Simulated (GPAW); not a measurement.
Zn: equation of state with LDA

Zn:

```
Zn
1.0
     0.00000    1.96478    1.96478
     1.96478    0.00000    1.96478
     1.96478    1.96478    0.00000
Zn
1
Direct
  0.00000 0.00000 0.00000
```

This isn't the form of Zn at room conditions, which is hcp.

| Property | Result |
| --- | --- |
| Program | GPAW 26.7.0 |
| Task | equation of state |
| Functional | LDA |
| Potentials or basis | the program's PAW data sets (release 1.2.1) made for this functional |
| Cutoff | 600 eV |
| Basis | pw |
| k mesh | 12 × 12 × 12 |
| Occupations | fermi-dirac, width 0.05 eV |
| Spin | no spin polarisation |
| Maxiter | 150 |
| Eos scales | [0.94, 0.96, 0.98, 1.0, 1.02, 1.04, 1.06] |

The equilibrium volume is 13.42 Å³/atom (rough: see the caveat). The bulk modulus is 101 GPa (rough).

Energy against volume, from the lowest point:
| volume (Å³/atom) | energy (meV/atom) |
| --- | --- |
| 14.259 | 0.00 |
| 14.563 | 11.14 |
| 14.866 | 24.77 |
| 15.169 | 40.54 |
| 15.473 | 58.16 |
| 15.776 | 77.36 |
| 16.080 | 97.89 |

Wall time 53 s on 1 thread of Arm Neoverse V2, on a shared host, peak memory 0.18 GiB.

Caveat: the minimum lies outside the volumes run.
